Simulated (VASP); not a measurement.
Input of a VASP 6.6.1 run:

INCAR

```
SYSTEM = InP
ALGO = Fast ; EDIFF = 1E-6
ENCUT = 520 ; GGA = PS
ISIF = 2 ; ISMEAR = 0
LASPH = .True. ; LCHARG = .False.
LREAL = .False. ; LWAVE = .False.
NBANDS = 16 ; NELM = 100
PREC = Accurate ; SIGMA = 0.02
```

KPOINTS

```
k-points
0
Gamma
  8 8 8
  0 0 0
```

The input POSCAR:

```
InP
1.0
    0.0000000000      2.9390910338      2.9390910338
    2.9390910338      0.0000000000      2.9390910338
    2.9390910338      2.9390910338      0.0000000000
In P
1 1
Direct
    0.0000000000      0.0000000000      0.0000000000
    0.2500000000      0.2500000000      0.2500000000
```

Potentials or basis: VASP PAW PBE potentials, release 64 (In_d, P).

Run with:

```sh
$ cat potpaw_PBE.64/In_d/POTCAR potpaw_PBE.64/P/POTCAR > POTCAR
$ mpirun -np 1 vasp_std > vasp.out
```

Task: What does it give for the band gap on the k mesh?

Result: 0.57 eV, direct.

Task: Predict the pressure.

Result: 0.0 GPa.

Caveat: the PAW data sets were made with another functional, which shifts forces and pressure a little; spin-orbit coupling is left out, which moves the levels of the heavy elements.

**Measured values to compare with.**

A printed reference work, data compilation reports, for a bulk crystal of InP at 1.6 K: band gap 1.4236 eV (direct).

Measured gap of InP: 1.4236 eV (direct; 1.6 K; a printed reference work, data compilation). This calculation gives 0.57 eV (-0.86 eV). Spin-orbit coupling on In is left out. The value is that of PBEsol, without temperature or zero-point motion. Semilocal functionals fall short of measured gaps as a rule.
